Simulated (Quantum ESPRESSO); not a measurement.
## MnO2 under changes of volume

One of the cells (12.025 Å³/atom); the others are scaled copies at fixed shape and fractional positions:

```xyz
6
Lattice="2.8550 0.0000 0.0000 -1.4275 2.4725 0.0000 0.0000 0.0000 10.2217" Properties=species:S:1:pos:R:3 pbc="T T T"
Mn    0.0000    0.0000    5.1109
Mn    0.0000    0.0000    0.0000
O     1.4275    0.8242    4.1588
O     1.4275    0.8242    0.9521
O     0.0000    1.6483    6.0630
O     0.0000    1.6483    9.2697
```

Measurements of this composition are mostly on another form, of space group No. 136.

| Item | Value |
| --- | --- |
| Program | Quantum ESPRESSO 7.5 |
| Functional | LDA |
| Potentials or basis | GBRV 1.5 LDA |
| Cutoff | 612 eV |
| Density cutoff | 4898 eV |
| k mesh | 11 × 11 × 3 |
| Occupations | fermi-dirac, width 0.05 eV |
| Spin | collinear spin, ferromagnetic start |
| Starting moments | [4.0, 4.0, 0.0, 0.0, 0.0, 0.0] μB |

| volume (Å³/atom) | energy over the lowest point (meV/atom) | pressure (GPa) | gap on the mesh (eV) |
| --- | --- | --- | --- |
| 11.304 | 3.79 | 4.5 | 0.26 |
| 11.544 | 0.00 | 0.0 | 0.34 |
| 11.785 | 2.62 | -4.0 | 0.42 |
| 12.025 | ? | ? | ? |
| 12.266 | 24.24 | -10.7 | 0.56 |
| 12.507 | 42.05 | -13.5 | 0.63 |
| 12.747 | 63.87 | -16.0 | 0.70 |

**Question.** What does the run at 12.025 Å³/atom give?

**Answer.** Energy over the lowest point 10.90 meV/atom; pressure -7.5 GPa; gap on the mesh 0.49 eV.

Worked out: A Birch-Murnaghan fit of order 3 (a polynomial in V^(-2/3)) to the other rows has its minimum at 11.56 Å³/atom with B0 = V·E''(V) = 202 GPa and B' = 4.6 at fixed shape and positions, which overstates the stiffness. It gives 10.87 meV/atom at 12.025 Å³/atom, against the run's 10.90, and -dE/dV = -7.3 GPa, against -7.5. A straight line through the other rows of the gap, of slope 3.64 eV per unit of ln V, gives 0.49 eV, against the run's 0.49.

Energies are extrapolated to zero smearing.

Caveats: an odd mesh through Γ misses points on the zone boundary, where band edges often lie; only a ferromagnetic start was run, and an antiferromagnetic order may lie lower in energy.
